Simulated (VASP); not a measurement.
# Ba (P6/mmm) in VASP: a series of runs

The runs below take Ba through single point, with LDA.

Program: VASP 6.6.1. These are calculated values, not measurements. Logs are shortened: lines on timing, memory, paths and dates and some standing lists are left out, and cuts for length are marked.

## 1. The crystal as given

The structure is hexagonal, space group P6/mmm (No. 191). The conventional cell has a = 4.312 Å, b = 4.312 Å, c = 3.913 Å, α = 90.00°, β = 90.00°, γ = 120.00°. Around Ba (site symmetry 6/mmm) lie 8 Ba at 3.91 to 4.31 Å.

This isn't the form of Ba at room conditions, which is bcc.

## 2. Single point, LDA

File INCAR:

```
SYSTEM = Ba
ADDGRID = .False.
ALGO = Normal
EDIFF = 1E-6
ENCUT = 450
GGA = CA
ISIF = 2
ISMEAR = -5
LASPH = .True.
LCHARG = .False.
LREAL = .False.
LWAVE = .False.
NBANDS = 11
NELM = 100
PREC = Accurate
SIGMA = 0.2
```

File KPOINTS:

```
k-points
0
Gamma
  10 10 10
  0 0 0
```

File POSCAR:

```
Ba
1.0
    4.3116136979      0.0000000000      0.0000000000
   -2.1558068490      3.7339669937      0.0000000000
    0.0000000000      0.0000000000      3.9134133000
Ba
1
Direct
    0.0000000000      0.0000000000      0.0000000000
```

Potentials or basis: VASP PAW LDA potentials, release 64 (Ba_sv).

Command:

```bash
$ cat potpaw_LDA.64/Ba_sv/POTCAR > POTCAR
$ mpirun -np 1 vasp_std > vasp.out
```

OUTCAR:

```text
SYSTEM = Ba
   EDIFF = 1E-6
   ENCUT = 450
   GGA = CA
   ISIF = 2
   ISMEAR = -5
   LASPH = .True.
   LREAL = .False.
   NELM = 100
   PREC = Accurate

 Found     84 irreducible k-points:

 Following reciprocal coordinates:
            Coordinates               Weight
  0.000000  0.000000  0.000000      1.000000
  0.100000  0.000000  0.000000      6.000000
  0.200000  0.000000  0.000000      6.000000
  0.300000  0.000000  0.000000      6.000000
  0.400000  0.000000  0.000000      6.000000
  0.500000  0.000000  0.000000      3.000000
   k-points           NKPTS =     84   k-points in BZ     NKDIM =     84   number of bands    NBANDS=     11
   number of dos      NEDOS =    301   number of ions     NIONS =      1
   total plane-waves  NPLWV =  25200
   dimension x,y,z NGX =    30 NGY =   30 NGZ =   28
   dimension x,y,z NGXF=    60 NGYF=   60 NGZF=   56
   ions per type =               1
   NGX,Y,Z   is equivalent  to a cutoff of  11.57, 11.57, 11.89 a.u.
   NGXF,Y,Z  is equivalent  to a cutoff of  23.13, 23.13, 23.79 a.u.
 SYSTEM =  Ba
   PREC   = accura    normal or accurate (medium, high low for compatibility)
   ISTART =      0    job   : 0-new  1-cont  2-samecut
   ICHARG =      2    charge: 1-file 2-atom 10-const
   ISPIN  =      1    spin polarized calculation?
   LNONCOLLINEAR =      F non collinear calculations
   LSORBIT =      F    spin-orbit coupling
   LASPH  =      T    aspherical Exc in radial PAW
   ENCUT  =  450.0 eV  33.07 Ry    5.75 a.u.   7.46  7.46  6.77*2*pi/ulx,y,z
   NELM   =    100;   NELMIN=  2; NELMDL= -5     # of ELM steps
   EDIFF  = 0.1E-05   stopping-criterion for ELM
   LREAL  =      F    real-space projection
   EDIFFG = 0.1E-04   stopping-criterion for IOM
   NSW    =      0    number of steps for IOM
   IBRION =     -1    ionic relax: 0-MD 1-quasi-New 2-CG
   NFREE  =      0    steps in history (QN), initial steepest desc. (CG)
   ISIF   =      2    stress and relaxation
   ISYM   =      2    0-nonsym 1-usesym 2-fastsym
   POTIM  = 0.5000    time-step for ionic-motion
   TEBEG  =    0.0;   TEEND  =   0.0 temperature during run
   PSTRESS=    0.0 pullay stress
   NELECT =      10.0000    total number of electrons
   NUPDOWN=      -1.0000    fix difference up-down
   EMIN   =  10.00;   EMAX   =-10.00  energy-range for DOS
   EFERMI =   0.00;   METHOD = LEGACY
   ISMEAR =    -5;   SIGMA  =   0.20  broadening in eV -4-tet -1-fermi 0-gaus
   EFERMI_NEDOS =   21; number of points for ismear=-14 and -15
   IALGO  =     38    algorithm
   IMIX   =      4    mixing-type and parameters
     AMIX     =   0.40;   BMIX     =  1.00
     AMIX_MAG =   1.60;   BMIX_MAG =  1.00
  volume/ion in A,a.u.               =      63.00       425.17
  Fermi-wavevector in a.u.,A,eV,Ry     =   0.886379  1.675014 10.689660  0.785668
  Thomas-Fermi vector in A             =   2.007537
   LORBIT       =      0    0 simple, 1 ext, 2 COOP (PROOUT), +10 PAW based schemes
   GGA     = CA    functional components
   LHFCALC =     F    Hartree Fock is set to
   AEXX    =    0.0000 exact exchange contribution
   IVDW    =     0    specifies the selected vdW correction
   LEPSILON=     F    determine dielectric tensor
   LRPA    =     F    only Hartree local field effects (RPA)
 non-spin polarized calculation
 Fermi weights with tetrahedron method with Bloechl corrections
  energy-cutoff  :      450.00
  volume of cell :       63.00
 maximum number of plane-waves:      1392
 NGX is ok and might be reduce to    30
   NGX = 15   NGY = 15   NGZ = 13

 number of electron      10.0000000 magnetization

 Free energy of the ion-electron system (eV)
  ---------------------------------------------------
  ext. energy  EPLUGINS =         0.00000000
  ---------------------------------------------------
  free energy    TOTEN  =        -2.03697597 eV

  energy without entropy =       -2.03697597  energy(sigma->0) =       -2.03697597

 E-fermi :   1.4889     XC(G=0):  -7.6064

 val. band max:        1.4617998162   @ k =   0.3000   0.3000   0.3000
 cond. band min:       1.4256661623   @ k =   0.4000   0.1000   0.3000
 fundamental gap:     -0.0361336538
 Fermi energy:         1.4888696280

 k-point     1 :       0.0000    0.0000    0.0000
  band No.  band energies     occupation
      1     -27.5931      2.00000
      2     -12.5360      2.00000
      3     -12.5360      2.00000
      4     -12.4218      2.00000
      5      -1.2745      2.00000
      6       1.4483      0.42803
      7       3.0698      0.00000
      8       3.0698      0.00000
      9       6.2597      0.00000
     10       6.2597      0.00000
     11       7.5348      0.00000

 k-point     2 :       0.1000    0.0000    0.0000
  band No.  band energies     occupation
      1     -27.5890      2.00000
      2     -12.5870      2.00000
      3     -12.5474      2.00000
      4     -12.4167      2.00000
      5      -1.1038      2.00000
      6       1.5199      0.02683
      7       2.8181      0.00000
      8       3.2412      0.00000
      9       5.9337      0.00000
     10       6.2150      0.00000
     11       8.0501      0.00000

 k-point     3 :       0.2000    0.0000    0.0000
  band No.  band energies     occupation
      1     -27.5784      2.00000
      2     -12.7168      2.00000
      3     -12.5769      2.00000
      4     -12.4035      2.00000
      5      -0.6457      2.00000
      6       1.6847      0.00000
      7       2.3699      0.00000
      8       3.7422      0.00000
      9       5.3334      0.00000
     10       6.1029      0.00000
     11       8.7078      0.00000

 k-point     4 :       0.3000    0.0000    0.0000
  band No.  band energies     occupation
      1     -27.5653      2.00000
      2     -12.8705      2.00000
      3     -12.6129      2.00000
      4     -12.3871      2.00000
      5      -0.0661      2.00000
      6       1.6764      0.00000
      7       2.2784      0.00000
      8       4.5287      0.00000
      9       4.8052      0.00000
     10       5.9728      0.00000
     11       7.8078      0.00000

 k-point     5 :       0.4000    0.0000    0.0000
  band No.  band energies     occupation
      1     -27.5545      2.00000
      2     -12.9900      2.00000
      3     -12.6416      2.00000
      4     -12.3737      2.00000
      5       0.3501      2.00000
      6       1.6470      0.00000
      7       2.4439      0.00000
      8       4.4625      0.00000
      9       5.4949      0.00000
     10       5.8735      0.00000
     11       7.3518      0.00000

 k-point     6 :       0.5000    0.0000    0.0000
  band No.  band energies     occupation
      1     -27.5504      2.00000
      2     -13.0346      2.00000
      3     -12.6525      2.00000
      4     -12.3685      2.00000
      5       0.4567      2.00000
      6       1.7413      0.00000
      7       2.4839      0.00000
      8       4.3448      0.00000
      9       5.8369      0.00000
     10       6.1615      0.00000
     11       7.3136      0.00000

 [... further k-points ...]

------------------------ aborting loop because EDIFF is reached ----------------------------------------

  FORCE on cell =-STRESS in cart. coord.  units (eV):
  Direction    XX          YY          ZZ          XY          YZ          ZX
  --------------------------------------------------------------------------------------
  -------------------------------------------------------------------------------------
  Total       -0.5617175     -0.5617175     -0.3431712      0.0000000      0.0000000      0.0000000
  in kB      -14.2844158    -14.2844158     -8.7268065      0.0000000      0.0000000      0.0000000
  external PRESSURE =     -12.4318793 kB  Pullay stress =       0.0000000 kB

 VOLUME and BASIS-vectors are now :
 -----------------------------------------------------------------------------
  energy-cutoff  :      450.00
  volume of cell :       63.00
      direct lattice vectors                 reciprocal lattice vectors
     4.311613698  0.000000000  0.000000000     0.231931724  0.133905844  0.000000000
    -2.155806849  3.733966994  0.000000000     0.000000000  0.267811687  0.000000000
     0.000000000  0.000000000  3.913413300     0.000000000  0.000000000  0.255531405

 POSITION                                       TOTAL-FORCE (eV/Angst)
 -----------------------------------------------------------------------------------
      0.00000      0.00000      0.00000         0.000000      0.000000      0.000000
 -----------------------------------------------------------------------------------
    total drift:                                0.000000      0.000000     -0.000000

  FREE ENERGIE OF THE ION-ELECTRON SYSTEM (eV)
  ---------------------------------------------------
  free  energy   TOTEN  =        -2.0369759713 eV

  energy  without entropy=       -2.0369759713  energy(sigma->0) =       -2.03697597
```

Wall time 13 s (1 thread of Intel Xeon 6975P-C (Granite Rapids), shared host); peak memory 0.17 GiB.

The run converged, but some of its settings lie outside the range that counts as converged, so its numbers aren't taken as properties of the crystal.

Results:

| Property | Result |
| --- | --- |
| Free energy | -2.0370 eV |
| Pressure | -1.2 GPa |
| Band gap on the k mesh | none (metal or under the smearing width) |

Caveat: tetrahedron occupations give inexact forces and stress in metals.

[end of part 1 of 3]
